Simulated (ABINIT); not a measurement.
Crystal: SnSe.

```
Sn Se
1.0
     0.00000    3.01000    3.01000
     3.01000    0.00000    3.01000
     3.01000    3.01000    0.00000
Sn Se
1 1
Direct
  0.00000 0.00000 0.00000
  0.50000 0.50000 0.50000
```

Measurements of this composition are mostly on another form, of space group No. 62.

Base run:

```yaml
Program: ABINIT 10.8.3 (patched build)
Functional: RPBE
Potentials_or_basis: JTH PAW PBE v2.0
Cutoff: 408 eV
k_mesh: 8 × 8 × 8
Occupations: fermi-dirac, width 0.05 eV
Spin: no spin polarisation
```

Its results: band gap on the k mesh 0.54 eV, direct.

**Question.** The run is repeated on the same cell with these changes: functional from RPBE to AM05. What comes out?

**Answer.** Band gap on the k mesh 0.60 eV, direct.

Caveats: spin-orbit coupling is left out, which moves the levels of the heavy elements.

A k mesh can miss the band edges.
